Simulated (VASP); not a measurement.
# InAs (F-43m) in VASP: settings compared

Aim: see how the results for InAs move with the level of theory and the settings. Levels: r2SCAN, PBEsol. Tasks: relaxation of the atoms, relaxation of cell and atoms.

Program: VASP 6.6.1. These are calculated values, not measurements. Logs are shortened: lines on timing, memory, paths and dates and some standing lists are left out, and cuts for length are marked.

**The experiment to reproduce.**

From a printed reference work, data compilation, for a bulk crystal of InAs at 4.2 K: band gap 0.418 eV (direct).

The runs below are set against these values where they give the same quantity.

## (1) The structure

Symmetry: F-43m, No. 216, cubic system. Conventional cell: a = 6.110 Å, b = 6.110 Å, c = 6.110 Å, α = 90.00°, β = 90.00°, γ = 90.00°. In (site symmetry -43m) has 4 As at 2.65 Å as nearest neighbours. As (site symmetry -43m) is surrounded by 4 In at 2.65 Å.

## (2) Relaxation of the atoms, r2SCAN

Contents of INCAR:

```
  PREC = Accurate
  ENCUT = 600
  EDIFF = 1E-7
  ISMEAR = 0
  SIGMA = 0.03
  LREAL = False
  LASPH = True
  NELM = 80
  ALGO = Normal
  ISIF = 2
  LWAVE = False
  LCHARG = False
  METAGGA = R2SCAN
  LMIXTAU = True
  IBRION = 2
  NSW = 40
  EDIFFG = -0.01
```

Contents of KPOINTS:

```
regular mesh
0
Gamma
  10 10 10
```

Contents of POSCAR:

```
InAs                                    
1.0
    0.0000000000      3.0551307112      3.0551307112
    3.0551307112      0.0000000000      3.0551307112
    3.0551307112      3.0551307112      0.0000000000
  In              As            
     1     1
Direct
     0.0000000000000000    0.0000000000000000    0.0000000000000000
     0.2500000000000000    0.2500000000000000    0.2500000000000000
```

Potentials or basis: VASP PAW PBE potentials, release 64 (In_d, As).

Run with:

```console
> cat potpaw_PBE.64/In_d/POTCAR potpaw_PBE.64/As/POTCAR > POTCAR
> mpirun -np 1 vasp_std > vasp.out
```

OUTCAR:

```text
PREC = Accurate
   ENCUT = 600
   EDIFF = 1E-7
   ISMEAR = 0
   LREAL = False
   LASPH = True
   NELM = 80
   ISIF = 2
   METAGGA = R2SCAN
   IBRION = 2
   NSW = 40
   EDIFFG = -0.01

 ion  position               nearest neighbor table
   1  0.000  0.000  0.000-   2 2.65   2 2.65   2 2.65   2 2.65
   2  0.250  0.250  0.250-   1 2.65   1 2.65   1 2.65   1 2.65

  LATTYP: Found a face centered cubic cell.
 ALAT       =     6.1102614224

  Lattice vectors:

 A1 = (   0.0000000000,   3.0551307112,   3.0551307112)
 A2 = (   3.0551307112,   0.0000000000,   3.0551307112)
 A3 = (   3.0551307112,   3.0551307112,   0.0000000000)

Analysis of symmetry for initial positions (statically):
=====================================================================
 Subroutine PRICEL returns:
 Original cell was already a primitive cell.

 Routine SETGRP: Setting up the symmetry group for a
 face centered cubic supercell.

 Subroutine GETGRP returns: Found 24 space group operations
 (whereof 24 operations were pure point group operations)
 out of a pool of 48 trial point group operations.

The static configuration has the point symmetry T_d .

Analysis of symmetry for dynamics (positions and initial velocities):
=====================================================================
 Subroutine PRICEL returns:
 Original cell was already a primitive cell.

 Routine SETGRP: Setting up the symmetry group for a
 face centered cubic supercell.

 Subroutine GETGRP returns: Found 24 space group operations
 (whereof 24 operations were pure point group operations)
 out of a pool of 48 trial point group operations.

The dynamic configuration has the point symmetry T_d .

 Subroutine INISYM returns: Found 24 space group operations
 (whereof 24 operations are pure point group operations),
 and found     1 'primitive' translations

----------------------------------------------------------------------------------------

                                     Primitive cell

  volume of cell :      57.0321

  direct lattice vectors                    reciprocal lattice vectors
     0.000000000  3.055130711  3.055130711    -0.163659119  0.163659119  0.163659119
     3.055130711  0.000000000  3.055130711     0.163659119 -0.163659119  0.163659119
     3.055130711  3.055130711  0.000000000     0.163659119  0.163659119 -0.163659119

  length of vectors
     4.320607287  4.320607287  4.320607287     0.283465909  0.283465909  0.283465909

[... 86 lines left out ...]
   ISIF   =      2    stress and relaxation
   ISYM   =      2    0-nonsym 1-usesym 2-fastsym
   POTIM  = 0.5000    time-step for ionic-motion
   TEBEG  =    0.0;   TEEND  =   0.0 temperature during run
   PSTRESS=    0.0 pullay stress
   NELECT =      18.0000    total number of electrons
   NUPDOWN=      -1.0000    fix difference up-down
   EMIN   =  10.00;   EMAX   =-10.00  energy-range for DOS
   EFERMI =   0.00;   METHOD = LEGACY
   ISMEAR =     0;   SIGMA  =   0.03  broadening in eV -4-tet -1-fermi 0-gaus
   EFERMI_NEDOS =   21; number of points for ismear=-14 and -15
   IALGO  =     38    algorithm
   IMIX   =      4    mixing-type and parameters
     AMIX     =   0.40;   BMIX     =  1.00
     AMIX_MAG =   1.60;   BMIX_MAG =  1.00
  volume/ion in A,a.u.               =      28.52       192.44
  Fermi-wavevector in a.u.,A,eV,Ry     =   1.114618  2.106322 16.903501  1.242372
  Thomas-Fermi vector in A             =   2.251214
   LORBIT       =      0    0 simple, 1 ext, 2 COOP (PROOUT), +10 PAW based schemes
   METAGGA = R2SCAN    functional components
   LHFCALC =     F    Hartree Fock is set to
   AEXX    =    0.0000 exact exchange contribution
   IVDW    =     0    specifies the selected vdW correction
   LEPSILON=     F    determine dielectric tensor
   LRPA    =     F    only Hartree local field effects (RPA)
 conjugate gradient relaxation of ions
 non-spin polarized calculation
 Gauss-broadening in eV      SIGMA  =   0.03
  energy-cutoff  :      600.00
  volume of cell :       57.03
 maximum number of plane-waves:      1918
   NGX = 17   NGY = 17   NGZ = 17

 number of electron      18.0000001 magnetization

 Free energy of the ion-electron system (eV)
  ---------------------------------------------------
  ext. energy  EPLUGINS =         0.00000000
  ---------------------------------------------------
  free energy    TOTEN  =       -38.06246388 eV

  energy without entropy =      -38.06245292  energy(sigma->0) =      -38.06245840

 E-fermi :   4.0047     XC(G=0):  -9.5138

 val. band max:        3.9608632718   @ k =   0.0000   0.0000   0.0000
 cond. band min:       4.0379540281   @ k =   0.0000   0.0000   0.0000
 fundamental gap:      0.0770907563
 Fermi energy:         4.0046734486

 k-point     1 :       0.0000    0.0000    0.0000
  band No.  band energies     occupation
      1     -10.8312      2.00000
      2     -10.8312      2.00000
      3     -10.8312      2.00000
      4     -10.6970      2.00000
      5     -10.6970      2.00000
      6      -8.1361      2.00000
      7       3.9609      1.96111
      8       3.9609      1.96111
      9       3.9609      1.96110
     10       4.0380      0.11668
     11       8.2171      0.00000
     12       8.2171      0.00000
     13       8.2171      0.00000
[... 354 lines left out ...]
  band No.  band energies     occupation
      1     -10.9759      2.00000
      2     -10.7727      2.00000
      3     -10.7707      2.00000
      4     -10.7214      2.00000
      5     -10.6804      2.00000
      6      -6.6929      2.00000
      7      -0.9829      2.00000
      8       1.8091      2.00000
      9       2.0628      2.00000
     10       6.3152      0.00000
     11       7.0369      0.00000
     12      10.9939      0.00000
     13      11.7435      0.00000

 [... further k-points ...]
[... 5 lines left out ...]
  --------------------------------------------------------------------------------------
  -------------------------------------------------------------------------------------
  Total       -0.0041654     -0.0041654     -0.0041654      0.0000000      0.0000000      0.0000000
  in kB       -0.1170159     -0.1170159     -0.1170159      0.0000000      0.0000000      0.0000000
  external PRESSURE =      -0.1170159 kB  Pullay stress =       0.0000000 kB

 VOLUME and BASIS-vectors are now :
 -----------------------------------------------------------------------------
  energy-cutoff  :      600.00
  volume of cell :       57.03
      direct lattice vectors                 reciprocal lattice vectors
     0.000000000  3.055130711  3.055130711    -0.163659119  0.163659119  0.163659119
     3.055130711  0.000000000  3.055130711     0.163659119 -0.163659119  0.163659119
     3.055130711  3.055130711  0.000000000     0.163659119  0.163659119 -0.163659119

 POSITION                                       TOTAL-FORCE (eV/Angst)
 -----------------------------------------------------------------------------------
      0.00000      0.00000      0.00000         0.000000      0.000000      0.000000
      1.52757      1.52757      1.52757        -0.000000     -0.000000     -0.000000
 -----------------------------------------------------------------------------------
    total drift:                               -0.000002     -0.000002     -0.000002

  FREE ENERGIE OF THE ION-ELECTRON SYSTEM (eV)
  ---------------------------------------------------
  free  energy   TOTEN  =       -38.0624638823 eV

  energy  without entropy=      -38.0624529208  energy(sigma->0) =      -38.06245840

 reached required accuracy - stopping structural energy minimisation
```

CONTCAR:

```text
InAs
   1.00000000000000
     0.0000000000000000    3.0551307111999999    3.0551307111999999
     3.0551307111999999    0.0000000000000000    3.0551307111999999
     3.0551307111999999    3.0551307111999999    0.0000000000000000
  In              As
     1     1
Direct
     0.0000000000000000    0.0000000000000000    0.0000000000000000
     0.2500000000000000    0.2500000000000000    0.2500000000000000

  0.00000000E+00  0.00000000E+00  0.00000000E+00
  0.00000000E+00  0.00000000E+00  0.00000000E+00
```

Wall time 98 s (1 thread of Intel Xeon 6975P-C (Granite Rapids), shared host); peak memory 0.24 GiB.

What came out:

```yaml
Free_energy: -38.0625 eV
Pressure_after_relaxing: 0.0 GPa
Band_gap_on_the_k_mesh: 0.08 eV, direct
```

Final structure:
```
CELL_PARAMETERS angstrom
0.00000 3.05513 3.05513
3.05513 0.00000 3.05513
3.05513 3.05513 0.00000
ATOMIC_POSITIONS crystal
In 0.00000 0.00000 0.00000
As 0.25000 0.25000 0.25000
```

Caveat: the relaxation stopped at its first step, so nothing moved; the PAW data sets were made with another functional, which shifts forces and pressure a little; spin-orbit coupling is left out, which moves the levels of the heavy elements.

## (3) Relaxation of the atoms, r2SCAN (a relaxed cell with its volume scaled by 1.02)

INCAR is that of step 2.

KPOINTS is that of step 2.

Contents of POSCAR:

```
InAs                                    
1.0
    0.0000000000      3.0753639546      3.0753639546
    3.0753639546      0.0000000000      3.0753639546
    3.0753639546      3.0753639546      0.0000000000
  In              As            
     1     1
Direct
     0.0000000000000000    0.0000000000000000    0.0000000000000000
     0.2500000000000000    0.2500000000000000    0.2500000000000000
```

Potentials or basis: VASP PAW PBE potentials, release 64 (In_d, As).

Run with:

```console
> cat potpaw_PBE.64/In_d/POTCAR potpaw_PBE.64/As/POTCAR > POTCAR
> mpirun -np 1 vasp_std > vasp.out
```

Wall time 1.7 min (1 thread of Intel Xeon 6975P-C (Granite Rapids), shared host); peak memory 0.25 GiB.

The run converged. Its results:

- Free energy: -38.0586 eV
- Pressure after relaxing: -1.1 GPa
- Band gap on the k mesh: none (metal or under the smearing width)

Final structure:
```yaml
crystal:
  lattice:
    - [0.00000, 3.07536, 3.07536]
    - [3.07536, 0.00000, 3.07536]
    - [3.07536, 3.07536, 0.00000]
  atoms:
    - { symbol: In, position: [0.00000, 0.00000, 0.00000] }
    - { symbol: As, position: [0.25000, 0.25000, 0.25000] }
```

Levels at points of the mesh, in eV from the Fermi level:
```
           k point  band 5  band 6  band 7  band 8  band 9  band 10  band 11  band 12  band 13
(0.00, 0.00, 0.00)  -14.64  -11.98   -0.04   -0.01   -0.01    -0.01     4.24     4.24     4.24
(0.50, 0.00, 0.00)  -14.63  -10.60   -5.63   -0.95   -0.95     1.19     5.00     5.00     7.20
(0.50, 0.50, 0.00)  -14.62  -10.08   -5.73   -2.23   -2.23     1.89     2.33     9.48     9.57
```

Caveat: the relaxation stopped at its first step, so nothing moved; the PAW data sets were made with another functional, which shifts forces and pressure a little.

(Part 1 of 2 ends here.)
